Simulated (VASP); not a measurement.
Input of a VASP 6.6.1 run:

The input INCAR:

```
PREC = Accurate
ENCUT = 600
EDIFF = 1E-6
ISMEAR = 0
SIGMA = 0.03
LREAL = False
LASPH = True
NELM = 80
ALGO = Normal
ISIF = 3
LWAVE = False
LCHARG = False
GGA = PE
IVDW = 12
IBRION = 2
NSW = 90
EDIFFG = -0.01
KPAR = 4
```

The input KPOINTS:

```
Automatic mesh
0
Gamma
  9 9 5
```

POSCAR

```
PtSe2
1.0
    3.7240000000      0.0000000000      0.0000000000
   -1.8620000000      3.2250786037      0.0000000000
    0.0000000000      0.0000000000      5.0620000000
Pt Se
1 2
Direct
    0.0000000000      0.0000000000      0.0000000000
    0.3333333333      0.6666666667      0.2500000000
    0.6666666667      0.3333333333      0.7500000000
```

Potentials or basis: VASP PAW PBE potentials, release 64 (Pt, Se).

Run with:

```bash
$ cat potpaw_PBE.64/Pt/POTCAR potpaw_PBE.64/Se/POTCAR > POTCAR
$ mpirun -np 4 vasp_std > vasp.out
```

(1) What does it give for the band gap on the k mesh?

(2) Estimate the relaxed cell.

(3) What does it give for the dispersion energy per atom?

(4) Estimate the space group after relaxing (to 0.05 Å).

## Answers

(1) none (metal or under the smearing width).

(2) a = 3.770 Å, b = 3.770 Å, c = 4.812 Å, α = 90.00°, β = 90.00°, γ = 120.00°.

(3) -0.492 eV.

(4) P-3m1 (No. 164).
